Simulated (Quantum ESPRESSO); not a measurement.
**TaN: zone-centre phonons under several settings**

```xyz
2
Lattice="2.9380 0.0000 0.0000 -1.4690 2.5444 0.0000 0.0000 0.0000 2.8830" Properties=species:S:1:pos:R:3 pbc="T T T"
Ta    0.0000    0.0000    1.4415
N     1.4690    0.8481    0.0000
```

All runs used Quantum ESPRESSO 7.5; k mesh 7 × 7 × 6; relaxed cell; no spin polarisation; cutoff 1143 eV; occupations cold, width 0.2 eV.

```csv
level,potentials,volume (Å³/atom),lowest optical mode without the field (cm⁻¹),highest optical mode without the field (cm⁻¹)
LDA,PseudoDojo 0.4.1 SR LDA standard,10.36,547,569
PBE,PseudoDojo 0.4.1 SR PBE standard,10.92,510,526
PBEsol,PseudoDojo 0.4.1 SR PBEsol standard,10.62,530,550
PW91,PseudoDojo 0.4.1 SR PBE standard,10.92,510,525
WC,PseudoDojo 0.4.1 SR PBE standard,?,?,?
AM05,PseudoDojo 0.4.1 SR PBE standard,10.62,531,551
vdW-DF-cx,PseudoDojo 0.4.1 SR PBE standard,10.70,530,552
```

Question: What stands in the row left open?

Answer: Volume 10.70 Å³/atom; lowest optical mode without the field 526 cm⁻¹; highest optical mode without the field 545 cm⁻¹.

Caveats: all runs use coarse meshes; the mesh is thin for the phonons of a metal; the potentials were made for another functional, which shifts forces and pressure (some runs).

For the row left open. Caveat: the k mesh is coarse (spacing up to 0.36 Å⁻¹), so the values aren't converged; the mesh is thin for the phonons of a metal; the potentials were made for another functional, which shifts forces and pressure.
